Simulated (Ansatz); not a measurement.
The system is Ni.

```
Ni
1.0
    -1.38372    1.38372    1.38372
     1.38372   -1.38372    1.38372
     1.38372    1.38372   -1.38372
Ni
1
Direct
  0.00000 0.00000 0.00000
```

This isn't the form of Ni at room conditions, which is fcc.

```yaml
Program: Ansatz 0.2.0
Task: relaxation of cell and atoms
Functional: BLYP
Dispersion: D4
Potentials_or_basis: Ansatz PAW
Cutoff: "420 eV (not typed: the program's choice for these potentials)"
k_mesh: 13 × 13 × 13
Occupations: fermi-dirac, width 0.05 eV
Spin: collinear spin, ferromagnetic start
Starting_moments: "[1.0] μB"
```

At the start: volume 10.60 Å³/atom.

Problem. How do energy, volume and symmetry change on relaxing?

Solution. It ends after 5 steps and the volume is 10.82 Å³/atom (+2.1 %); space group Im-3m (No. 229, to 0.05 Å); moment 0.56 μB per cell.

The path:
```csv
step,energy change (eV),largest force (eV/Å),volume (Å³)
1,0.0000,0.0000,10.60
2,-0.0020,0.0000,10.70
3,-0.0027,0.0000,10.81
4,-0.0027,0.0000,10.82
5,-0.0028,0.0000,10.82
```

Final structure:
```
Ni
1.0
    -1.39325    1.39325    1.39325
     1.39325   -1.39325    1.39325
     1.39325    1.39325   -1.39325
Ni
1
Direct
  0.00000 0.00000 0.00000
```

Caveat: the plane-wave basis is chosen anew once the cell has moved, so the energies of steps on either side of that aren't comparable; pairwise dispersion overbinds metals, which lowers pressure and volume; the PAW data sets come from PBE, with cores solved anew for the run's functional, which leaves a small shift of forces and pressure.
